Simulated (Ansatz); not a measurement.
# Metal on semiconductor: Si/ZnS/CoSi2, part 2 of 5

Wanted: barrier heights, local density of states and T(E) for Si/ZnS/CoSi2. The semiconductor is Si diamond(111), undoped, with its far face capped by hydrogen, and the metal is CoSi2 fluorite(111) turned by 180 degrees (type B), with ZnS wurtzite(0001) between them (whole bilayers). After relaxation the nearest pair at the metal is Si–Zn at 2.43 Å, along the normal. The common net has a side of 3.85 Å, which strains the semiconductor by -0.5 %, the layer between by +0.0 % and the metal by +1.6 %, against typed lattice constants near PBE's. The first steps treat the bulk crystals alone.

Ansatz 0.2.0; PBE DFT, plane waves, PAW files (the session's first sound run).

So far: The structure; Layer spacing of the electrode, 6 atoms.

**3. Layer spacing of the electrode, 9 atoms**

System of this step: CoSi2. It takes space group R-3m (No. 166, trigonal). The conventional cell has a = 3.850 Å, b = 3.850 Å, c = 9.181 Å, α = 90.00°, β = 90.00°, γ = 120.00°. Si has 4 Co at 2.30 to 2.35 Å nearest. Co has 8 Si at 2.30 to 2.35 Å nearest. Farther neighbours are not listed.

The electrode is held to the junction's net and relaxed along the normal; its spacing is used for the ideal lead layers.

The input, input.yaml:

```yaml
crystal:
  lattice:
    - [3.85, 0.0, 0.0]
    - [-1.925, 3.3341978046, 0.0]
    - [0.0, 0.0, 9.1810721018]
  atoms:
    - { symbol: Si, position: [0.0, 0.0, 0.0] }
    - { symbol: Co, position: [0.6666666667, 0.3333333333, 0.0833333333] }
    - { symbol: Si, position: [0.3333333333, 0.6666666667, 0.1666666667] }
    - { symbol: Si, position: [0.6666666667, 0.3333333333, 0.3333333333] }
    - { symbol: Co, position: [0.3333333333, 0.6666666667, 0.4166666667] }
    - { symbol: Si, position: [0.0, 0.0, 0.5] }
    - { symbol: Si, position: [0.3333333333, 0.6666666667, 0.6666666667] }
    - { symbol: Co, position: [0.0, 0.0, 0.75] }
    - { symbol: Si, position: [0.6666666667, 0.3333333333, 0.8333333333] }
kpoints:
  mp_grid: { grid: [12, 12, 3] }
scf:
  occupations: { method: fermi_dirac, width: 0.1 }
  max_iter: 150
hamiltonian:
  xc: pbe
relax:
  f_tol: 0.01
  max_steps: 40
  cell: { fix: [a, b, angles] }
```

On the command line:

```
$ ansatz run input.yaml --threads 8 --pin off --max-ram 24576MiB --backend cpu --events-out ev --progress --plain --runs-dir out
```

Numbers of over 12 decimals in the logs are rounded to 6 here.

The log of the run:

```text
[...]
Crystal: 9 atoms, lattice volume = 117.854 Å³
Basis set: ecut = 420 eV, 2287 PW (Γ), exchange–correlation on 54×54×128 points (8 copies of the dense FFT grid, shifted against one another)
Bands: 47, of which v1, the nominal top of the filled ones, is band 38 counted from 1 (37 counted from 0)
Symmetry: 36 space group operations
[...]
k-points: 50 of 432
[...]
SCF iter   1: F=—  HF=-19197.523309 eV  |F-HF|=—  |Δ(HF+E_count)|=         —  Δρ=4.17e-3  dr2=2.19e-2  ethr=1.77e-3  ⟨swp⟩=7.4  Hψ=9904  notcnv=0  defer=7
[...]
SCF iter   9: F=-19197.523404 eV  HF=-19197.523404 eV  |F-HF|=2.95e-8  |Δ(HF+E_count)|=   4.98e-9  Δρ=6.49e-6  dr2=3.42e-8  ethr=1.33e-10  ⟨swp⟩=3.9  Hψ=6795  notcnv=0
SCF 1 converged in 9 iterations: F = -19197.523404 eV  dr2 = 3.42e-8
[...]
relax step   1: F+E_penalty+E_count = -19197.52340362 eV  Δ(F+E_penalty+E_count) = +0.000e0 eV  max|allowed force component| = 2.697e-1 eV/Å  Δτ_max = 0.0000 Å  P = -3.278 GPa  Ω = 117.854 Å³  fix = [a, b, alpha, beta, gamma]  reactions: a -5.923, b -5.923 GPa  (9 SCF iters, dr2 threshold 1.00e-7 eV, accepted)
Crystal: 9 atoms, lattice volume = 117.881 Å³
[...]
SCF iter   6: F=-19197.535088 eV  HF=-19197.535088 eV  |F-HF|=2.69e-10  |Δ(HF+E_count)|=   1.38e-9  Δρ=1.19e-6  dr2=1.47e-9  ethr=1.62e-11  ⟨swp⟩=1.6  Hψ=6213  notcnv=0
SCF 2 converged in 6 iterations: F = -19197.535088 eV  dr2 = 1.47e-9
relax step   2: F+E_penalty+E_count = -19197.53508818 eV  Δ(F+E_penalty+E_count) = -1.168e-2 eV  max|allowed force component| = 1.660e-1 eV/Å  Δτ_max = 0.0088 Å  P = -3.378 GPa  Ω = 117.881 Å³  energy of the carried Pulay correction = -1.129e-5 eV  fix = [a, b, alpha, beta, gamma]  reactions: a -5.645, b -5.645 GPa  (6 SCF iters, dr2 threshold 9.00e-7 eV, accepted)
Crystal: 9 atoms, lattice volume = 117.811 Å³
[...]
SCF iter   6: F=-19197.542336 eV  HF=-19197.542336 eV  |F-HF|=1.46e-9  |Δ(HF+E_count)|=  4.51e-10  Δρ=2.06e-6  dr2=5.71e-9  ethr=5.36e-11  ⟨swp⟩=1.9  Hψ=7048  notcnv=0
SCF 3 converged in 6 iterations: F = -19197.542336 eV  dr2 = 5.71e-9
relax step   3: F+E_penalty+E_count = -19197.54233613 eV  Δ(F+E_penalty+E_count) = -7.248e-3 eV  max|allowed force component| = 2.074e-3 eV/Å  Δτ_max = 0.0149 Å  P = -3.330 GPa  Ω = 117.811 Å³  energy of the carried Pulay correction = +1.873e-5 eV  fix = [a, b, alpha, beta, gamma]  reactions: a -5.082, b -5.082 GPa  (6 SCF iters, dr2 threshold 9.00e-7 eV, accepted)
[...]
relax step   4: F+E_penalty+E_count = -19197.54232639 eV  Δ(F+E_penalty+E_count) = +9.740e-6 eV  max|allowed force component| = 6.822e-5 eV/Å  Δτ_max = 0.0004 Å  P = -3.448 GPa  Ω = 117.895 Å³  energy of the carried Pulay correction = -1.722e-5 eV  fix = [a, b, alpha, beta, gamma]  reactions: a -5.139, b -5.139 GPa  (6 SCF iters, dr2 threshold 7.69e-8 eV, accepted)
[...]
relax step   5: F+E_penalty+E_count = -19197.54234238 eV  Δ(F+E_penalty+E_count) = -1.599e-5 eV  max|allowed force component| = 2.090e-4 eV/Å  Δτ_max = 0.0002 Å  P = -3.411 GPa  Ω = 117.869 Å³  energy of the carried Pulay correction = -6.120e-6 eV  fix = [a, b, alpha, beta, gamma]  reactions: a -5.119, b -5.119 GPa  (6 SCF iters, dr2 threshold 1.08e-8 eV, accepted)
[...]
SCF iter   1: F=—  HF=-19197.542385 eV  |F-HF|=—  |Δ(HF+E_count)|=         —  Δρ=2.41e-6  dr2=2.78e-9  ethr=4.56e-6  ⟨swp⟩=2.9  Hψ=14643  notcnv=0
eigensolver tolerance schedule: the retry pair's looser diagonalisation over-reported the residual by 1229361.34 of it (diagonalisation noise at an unbounded share of the residual, at the tolerance the schedule requests for it); recorded, not acted on — ethr = c·dr2/N_el stays at c = 1.0e-1
SCF iter   2: F=—  HF=-19197.542347 eV  |F-HF|=—  |Δ(HF+E_count)|=   3.81e-5  Δρ=1.70e-6  dr2=1.26e-9  ethr=3.71e-12  ⟨swp⟩=4.2  Hψ=7132  notcnv=0
[...]
SCF iter   9: F=-19197.542347 eV  HF=-19197.542347 eV  |F-HF|=3.64e-12  |Δ(HF+E_count)|=  3.64e-12  Δρ=2.42e-8  dr2=2.60e-13  ethr=1.00e-12  ⟨swp⟩=1.1  Hψ=4941  notcnv=0
SCF 6 converged in 9 iterations: F = -19197.542347 eV  dr2 = 2.60e-13
relax step   6: F+E_penalty+E_count = -19197.54234711 eV  Δ(F+E_penalty+E_count) = -4.734e-6 eV  max|allowed force component| = 2.076e-4 eV/Å  Δτ_max = 0.0000 Å  P = -3.412 GPa  Ω = 117.869 Å³  fix = [a, b, alpha, beta, gamma]  reactions: a -5.119, b -5.119 GPa  stress off target by 3.74e-3 GPa on what of the cell is left free  SCF on the basis re-selected at this cell (its energy is not comparable with the rows above)  (9 SCF iters)
basis re-selected at this cell: Δ(F+E_penalty+E_count) = -4.734e-6 eV, ΔP = -0.000 GPa vs the last step (what re-selecting the basis moved, of the pressure what is left beyond the Pulay correction that the steps carried, after the strain that the cell walked since its last selection, with what the two solves' SCF thresholds leave and, on support functions, any second-order correction that the steps lacked; it is no m [...]
SCF converged after 9 iterations
Free energy (F): -19197.542347 eV
[...]
Internal energy: -19197.442002 eV  (E = F + TS)
E sigma→0 (E₀):  -19197.492175 eV
Entropy (-TS):   -0.100345 eV (-11.149 meV/atom)
Fermi energy:    12.514050 eV
[...]
--- Forces (eV/Å), atoms counted from 1 ---
  atom   1  Si    -0.00000000    -0.00000000    -0.00020755
  atom   2  Co     0.00000000     0.00000000     0.00000000
  atom   3  Si     0.00000000     0.00000000     0.00020755
  atom   4  Si    -0.00000000    -0.00000000    -0.00020755
  atom   5  Co    -0.00000000     0.00000000     0.00000000
  atom   6  Si     0.00000000     0.00000000     0.00020755
  atom   7  Si    -0.00000000    -0.00000000    -0.00020755
  atom   8  Co     0.00000000     0.00000000     0.00000000
  atom   9  Si     0.00000000     0.00000000     0.00020755
  max |Σ_I F_I| component: 4.93e-17 eV/Å
--- Stress (GPa, compression-positive) ---
       -5.119129       0.000000      -0.000000
        0.000000      -5.119129      -0.000000
       -0.000000      -0.000000       0.003737
  P = ⅓ Tr σ = -3.4115 GPa (-34.115 kbar)
--- Relaxed structure (5 steps of the walk, 5 accepted, 1 SCFs on fresh bases) ---
[...]
cell:  # Å, volume = 117.8686 Å³
    - [3.850000, 0, 0]
    - [-1.925000, 3.334198, 0]
    - [0, 0, 9.182185]
  atoms:
    - { symbol: Si, position: [0, 0, 0.00255614] }
    - { symbol: Co, position: [0.666667, 0.333333, 0.083333] }
    - { symbol: Si, position: [0.333333, 0.666667, 0.164111] }
    - { symbol: Si, position: [0.666667, 0.333333, 0.335889] }
    - { symbol: Co, position: [0.333333, 0.666667, 0.416667] }
    - { symbol: Si, position: [0, 0, 0.497444] }
    - { symbol: Si, position: [0.333333, 0.666667, 0.669223] }
    - { symbol: Co, position: [0, 0, 0.750000] }
    - { symbol: Si, position: [0.666667, 0.333333, 0.830777] }
```

It took 11 s on 8 threads of Arm Neoverse V2, shared host; peak memory 0.71 GiB; 82 s of CPU time.

This run has no spin polarisation, although Co can carry a moment.

The steps of the relaxation:

| step | energy less that of the first step (eV) | largest force component (eV/Å) | pressure (GPa) | volume (Å³) |
| --- | --- | --- | --- | --- |
| 1 | 0.0000 | 0.2697 | -3.28 | 117.85 |
| 2 | -0.0117 | 0.1660 | -3.38 | 117.88 |
| 3 | -0.0189 | 0.0021 | -3.33 | 117.81 |
| 4 | -0.0189 | 0.0001 | -3.45 | 117.89 |
| 5 | -0.0189 | 0.0002 | -3.41 | 117.87 |
| 6* | -0.0189 | 0.0002 | -3.41 | 117.87 |

Relaxation steps marked * repeat the geometry before them on a plane-wave basis chosen anew for their cell, so energy and pressure can jump there.

Forces are held to the 36 operations that the run works with; a distortion that breaks them can't arise in this run.

| conventional cell, symmetrised | before | after | change |
| --- | --- | --- | --- |
| a (Å) | 3.850 | 3.850 | +0.0 % |
| b (Å) | 3.850 | 3.850 | +0.0 % |
| c (Å) | 9.181 | 9.182 | +0.0 % |
| volume (Å³/atom) | 13.09 | 13.10 | +0.0 % |

The atoms that moved most (Å, as changes of fractional coordinates times the final cell):

| atom | dx | dy | dz | length |
| --- | --- | --- | --- | --- |
| Si4 | 0.000 | 0.000 | 0.023 | 0.023 |
| Si7 | 0.000 | 0.000 | 0.023 | 0.023 |
| Si1 | 0.000 | 0.000 | 0.023 | 0.023 |
| Si3 | 0.000 | 0.000 | -0.023 | 0.023 |
| Si6 | 0.000 | 0.000 | -0.023 | 0.023 |
| Si9 | 0.000 | 0.000 | -0.023 | 0.023 |

Numbers from this step:

* free energy: -19197.5423 eV
* Fermi energy: 12.51 eV
* pressure: -3.412 GPa

The relaxation ends with a largest force component of 2.1e-4 eV/Å.

**4. Relaxation**

System of this step: Si/ZnS/CoSi2. The cell holds 16 atoms: 9 Si, 2 S, 2 Zn, 2 Co and 1 H. Cell: a = 3.850 Å, b = 3.850 Å, c = 35.475 Å, α = 90.0°, β = 90.0°, γ = 120.0°. Vacuum lies along c.

The bonds at the contact set its dipole, and with it the barrier heights, so the interface is relaxed first in a short slab. The dipole correction removes the field between the unlike outer faces.

The input, input.yaml:

```yaml
crystal:
  lattice:
    - [3.85, 0.0, 0.0]
    - [-1.925, 3.3341978046, 0.0]
    - [0.0, 0.0, 35.4753009112]
  atoms:
    - { symbol: Si, position: [0.0, 0.0, 0.2255090103] }
    - { symbol: Si, position: [0.33333333, 0.66666667, 0.2478366706] }
    - { symbol: Si, position: [0.33333333, 0.66666667, 0.3148196514] }
    - { symbol: Si, position: [0.66666667, 0.33333333, 0.3371473117] }
    - { symbol: Si, position: [0.66666667, 0.33333333, 0.4041302925] }
    - { symbol: Si, position: [0.0, 0.0, 0.4264579528] }
    - { symbol: S, position: [0.0, 0.0, 0.4887548169] }
    - { symbol: Zn, position: [0.33333333, 0.66666667, 0.5106328554] }
    - { symbol: S, position: [0.33333333, 0.66666667, 0.5776899329] }
    - { symbol: Zn, position: [0.0, 0.0, 0.5995679714] }
    - { symbol: Si, position: [0.0, 0.0, 0.666656902] }
    - { symbol: Co, position: [0.66666667, 0.33333333, 0.6882237195] }
    - { symbol: Si, position: [0.33333333, 0.66666667, 0.709790537] }
    - { symbol: Si, position: [0.66666667, 0.33333333, 0.7529241721] }
    - { symbol: Co, position: [0.33333333, 0.66666667, 0.7744909897] }
    - { symbol: H, position: [0.0, 0.0, 0.1832260709] }
kpoints:
  mp_grid: { grid: [8, 8, 1] }
scf:
  occupations: { method: fermi_dirac, width: 0.1 }
  max_iter: 150
hamiltonian:
  xc: pbe
efield:
  axis: 3
  dipole_correction: true
relax:
  f_tol: 0.04
  max_steps: 60
output:
  forces: true
```

The log of the run:

```text
[...]
Crystal: 16 atoms, lattice volume = 455.384 Å³
Basis set: ecut = 420 eV, 8927 PW (Γ), exchange–correlation on 54×54×480 points (8 copies of the dense FFT grid, shifted against one another)
Bands: 70, of which v1, the nominal top of the filled ones, is band 54 counted from 1 (53 counted from 0)
Symmetry: 6 space group operations
[...]
k-points: 10 of 64 (time reversal used)
[...]
SCF iter   1: F=—  HF=-24434.546381 eV  |F-HF|=—  |Δ(HF+E_count)|=         —  Δρ=5.67e-3  dr2=2.16e0  ethr=1.77e-3  p=-0.015 e·Å  D=-5.95e-3 V/Å  ΔV_dip=0.21 eV  dr2_dipole=1.26e0  V_vac-E_F(+/−)=3.81/3.59 eV  ⟨swp⟩=9.1  Hψ=3690  notcnv=0  defer=5
efield: sawtooth ramp at fractional position 0.9289 (placed from the atoms, in the widest stretch of the axis that holds none; the zero of the levels goes with the place), width 0.1000; the density the first Hamiltonian is built on has a dipole p = -0.015 e·Å; the dipole correction subtracts the counter field D = -5.95e-3 V/Å, which shifts the + side's vacuum level by +0.21 eV against the − side's; the planar-averaged density in the ramp window peaks in size at 4.6e-5 e/Å³
[...]
SCF iter   2: F=—  HF=-24434.565125 eV  |F-HF|=—  |Δ(HF+E_count)|=   1.87e-2  Δρ=4.70e-3  dr2=6.46e-1  ethr=1.77e-3  p=0.044 e·Å  D=1.76e-2 V/Å  ΔV_dip=-0.62 eV  dr2_dipole=6.91e-3  V_vac-E_F(+/−)=3.89/4.52 eV  ⟨swp⟩=3.1  Hψ=1105  notcnv=0  defer=15
[...]
SCF iter   7: F=-24434.496760 eV  HF=-24434.496770 eV  |F-HF|=9.93e-6  |Δ(HF+E_count)|=   2.97e-5  Δρ=7.74e-5  dr2=3.58e-5  ethr=3.74e-8  p=-0.015 e·Å  D=-5.80e-3 V/Å  ΔV_dip=0.21 eV  dr2_dipole=2.25e-6  V_vac-E_F(+/−)=3.90/3.70 eV  ⟨swp⟩=5.0  Hψ=2498  notcnv=0
SCF 1 converged in 7 iterations: F = -24434.496760 eV  dr2 = 3.58e-5
[...]
relax step   1: F+E_penalty+E_count = -24434.49676001 eV  Δ(F+E_penalty+E_count) = +0.000e0 eV  max|allowed force component| = 1.362e0 eV/Å  Δτ_max = 0.0000 Å  (7 SCF iters, dr2 threshold 4.00e-5 eV, accepted)
[...]
SCF iter   1: F=—  HF=-24434.858574 eV  |F-HF|=—  |Δ(HF+E_count)|=         —  Δρ=1.44e-2  dr2=1.81e0  ethr=1.70e-3  p=-0.015 e·Å  D=-5.80e-3 V/Å  ΔV_dip=0.21 eV  dr2_dipole=4.32e-1  V_vac-E_F(+/−)=3.91/3.70 eV  ⟨swp⟩=1.1  Hψ=2818  notcnv=0  defer=12
efield: sawtooth ramp at fractional position 0.9289 (handed on by an earlier solve), width 0.1000; the density the first Hamiltonian is built on has a dipole p = -0.015 e·Å; the dipole correction subtracts the counter field D = -5.80e-3 V/Å, which shifts the + side's vacuum level by +0.21 eV against the − side's; the planar-averaged density in the ramp window peaks in size at 1.4e-5 e/Å³
[...]
SCF iter   2: F=—  HF=-24434.838153 eV  |F-HF|=—  |Δ(HF+E_count)|=   2.04e-2  Δρ=1.07e-2  dr2=6.16e-1  ethr=1.70e-3  p=-0.031 e·Å  D=-1.22e-2 V/Å  ΔV_dip=0.43 eV  dr2_dipole=1.64e-3  V_vac-E_F(+/−)=3.80/3.37 eV  ⟨swp⟩=3.0  Hψ=1267  notcnv=0  defer=11
[...]
SCF iter   8: F=-24434.785006 eV  HF=-24434.785019 eV  |F-HF|=1.25e-5  |Δ(HF+E_count)|=   3.77e-6  Δρ=6.17e-5  dr2=1.89e-5  ethr=1.68e-8  p=-0.011 e·Å  D=-4.49e-3 V/Å  ΔV_dip=0.16 eV  dr2_dipole=6.64e-7  V_vac-E_F(+/−)=3.96/3.80 eV  ⟨swp⟩=4.0  Hψ=2172  notcnv=0
SCF 2 converged in 8 iterations: F = -24434.785006 eV  dr2 = 1.89e-5
relax step   2: F+E_penalty+E_count = -24434.78500610 eV  Δ(F+E_penalty+E_count) = -2.882e-1 eV  max|allowed force component| = 6.773e-1 eV/Å  Δτ_max = 0.1184 Å  (8 SCF iters, dr2 threshold 1.00e-4 eV, accepted)
[...]
SCF iter   7: F=-24434.852568 eV  HF=-24434.852587 eV  |F-HF|=1.89e-5  |Δ(HF+E_count)|=   2.80e-5  Δρ=2.90e-5  dr2=2.30e-5  ethr=2.68e-8  p=-0.017 e·Å  D=-6.82e-3 V/Å  ΔV_dip=0.24 eV  dr2_dipole=9.16e-6  V_vac-E_F(+/−)=4.05/3.80 eV  ⟨swp⟩=4.0  Hψ=2884  notcnv=0
SCF 3 converged in 7 iterations: F = -24434.852568 eV  dr2 = 2.30e-5
relax step   3: F+E_penalty+E_count = -24434.85256784 eV  Δ(F+E_penalty+E_count) = -6.756e-2 eV  max|allowed force component| = 2.296e-1 eV/Å  Δτ_max = 0.1244 Å  (7 SCF iters, dr2 threshold 2.87e-5 eV, accepted)
[...]
relax step   4: F+E_penalty+E_count = -24434.85871898 eV  Δ(F+E_penalty+E_count) = -6.151e-3 eV  max|allowed force component| = 3.760e-2 eV/Å  Δτ_max = 0.0293 Å  (7 SCF iters, dr2 threshold 6.06e-6 eV, accepted)
[...]
SCF iter   4: F=-24434.858721 eV  HF=-24434.858721 eV  |F-HF|=1.44e-8  |Δ(HF+E_count)|=   2.46e-9  Δρ=3.11e-6  dr2=3.88e-8  ethr=9.35e-11  p=-0.017 e·Å  D=-6.73e-3 V/Å  ΔV_dip=0.24 eV  dr2_dipole=8.96e-10  V_vac-E_F(+/−)=4.05/3.82 eV  ⟨swp⟩=3.5  Hψ=2545  notcnv=0
SCF 5 converged in 4 iterations: F = -24434.858721 eV  dr2 = 3.88e-8
relax step   5: F+E_penalty+E_count = -24434.85872090 eV  Δ(F+E_penalty+E_count) = -1.914e-6 eV  max|allowed force component| = 3.757e-2 eV/Å  Δτ_max = 0.0000 Å  (4 SCF iters, accepted)
SCF converged after 4 iterations
Free energy (F): -24434.858721 eV
[...]
Internal energy: -24434.745197 eV  (E = F + TS)
E sigma→0 (E₀):  -24434.801959 eV
Entropy (-TS):   -0.113524 eV (-7.095 meV/atom)
Fermi energy:    3.462738 eV
Dipole field:    D = -0.006707 V/Å  (p = -0.016879 e·Å, saw-weighted, corrected)
Work function:   Φ+ = 4.0541 eV   Φ− = 3.8163 eV
Levels:          The Fermi level and band energies are counted from a zero that moves with the ramp; work functions are not
[...]
--- Forces (eV/Å), atoms counted from 1 ---
  atom   1  Si     0.00000000     0.00000000    -0.00623510
  atom   2  Si     0.00000000    -0.00000000     0.00324996
  atom   3  Si     0.00000000     0.00000000     0.00290435
  atom   4  Si    -0.00000000    -0.00000000     0.00169774
  atom   5  Si     0.00000000     0.00000000     0.00329402
  atom   6  Si    -0.00000000    -0.00000000     0.00097850
  atom   7  S      0.00000000     0.00000000    -0.03054667
  atom   8  Zn     0.00000000    -0.00000000    -0.00904182
  atom   9  S      0.00000000    -0.00000000     0.01325505
  atom  10  Zn     0.00000000     0.00000000     0.01997905
  atom  11  Si    -0.00000000     0.00000000     0.00608003
  atom  12  Co     0.00000000     0.00000000     0.00884074
  atom  13  Si     0.00000000     0.00000000     0.03756552
  atom  14  Si    -0.00000000    -0.00000000    -0.03626393
  atom  15  Co     0.00000000    -0.00000000    -0.00777714
  atom  16  H     -0.00000000    -0.00000000    -0.00797801
  max |Σ_I F_I| component: 2.29e-6 eV/Å
--- Relaxed structure (5 steps of the walk, 5 accepted, 0 SCFs on fresh bases) ---
  F+E_penalty+E_count = -24434.85872090 eV   max|allowed force component| = 3.757e-2 eV/Å
  atoms:
    - { symbol: Si, position: [2.2066702225357742e-17, -2.9490299091605727e-17, 0.228121] }
    - { symbol: Si, position: [0.333333, 0.666667, 0.249549] }
    - { symbol: Si, position: [0.333333, 0.666667, 0.316117] }
    - { symbol: Si, position: [0.666667, 0.333333, 0.337565] }
    - { symbol: Si, position: [0.666667, 0.333333, 0.404070] }
    - { symbol: Si, position: [1.5247646270256832e-17, -2.949029909160573e-17, 0.424071] }
    - { symbol: S, position: [1.6637178973264378e-17, -2.9490299091605727e-17, 0.487386] }
    - { symbol: Zn, position: [0.333333, 0.666667, 0.512302] }
    - { symbol: S, position: [0.333333, 0.666667, 0.576104] }
    - { symbol: Zn, position: [2.174714951550476e-17, -2.949029909160572e-17, 0.601946] }
    - { symbol: Si, position: [2.358412078911929e-17, -2.949029909160571e-17, 0.670382] }
    - { symbol: Co, position: [0.666667, 0.333333, 0.687153] }
    - { symbol: Si, position: [0.333333, 0.666667, 0.706429] }
    - { symbol: Si, position: [0.666667, 0.333333, 0.752475] }
    - { symbol: Co, position: [0.333333, 0.666667, 0.768472] }
    - { symbol: H, position: [2.190244771897051e-17, -2.949029909160573e-17, 0.185718] }
```

Wall time 15 s (8 threads); peak memory 1.5 GiB.

This run has no spin polarisation although its electron count is odd.

Relaxation path:

| step | energy less that of the first step (eV) | largest force component (eV/Å) |
| --- | --- | --- |
| 1 | 0.0000 | 1.3615 |
| 2 | -0.2882 | 0.6773 |
| 3 | -0.3558 | 0.2296 |
| 4 | -0.3620 | 0.0376 |
| 5 | -0.3620 | 0.0376 |

Forces are held to the 6 operations that the run works with; a distortion that breaks them can't arise in this run.

The atoms that moved most (Å):

| atom | dx | dy | dz | length |
| --- | --- | --- | --- | --- |
| Co15 | 0.000 | 0.000 | -0.214 | 0.214 |
| Si11 | 0.000 | 0.000 | 0.132 | 0.132 |
| Si13 | 0.000 | 0.000 | -0.119 | 0.119 |
| Si1 | 0.000 | 0.000 | 0.093 | 0.093 |
| H16 | 0.000 | 0.000 | 0.088 | 0.088 |
| Si6 | 0.000 | 0.000 | -0.085 | 0.085 |
| Zn10 | 0.000 | 0.000 | 0.084 | 0.084 |
| Si2 | 0.000 | 0.000 | 0.061 | 0.061 |

Numbers from this step:

```
free energy               : -24434.8587 eV
Fermi energy              : 3.463 eV
work function, upper face : 4.054 eV
work function, lower face : 3.816 eV
dipole moment             : -0.01688 e·Å
dipole field              : -0.006707 V/Å
```

The largest force component on a free atom ends at 0.038 eV/Å. The work functions of the outer faces are 3.82 and 4.05 eV.

[end of part 2 of 5]

[Logs are printed without paths, hosts, clocks, repeated set-up lines and the standing remarks that a program may print on its own settings, such as how far it seeks lower states.]

[Hosts, paths, dates, database ids (printed as entryN), source tags and the programs' standing remarks are cut or masked in the printed files.]
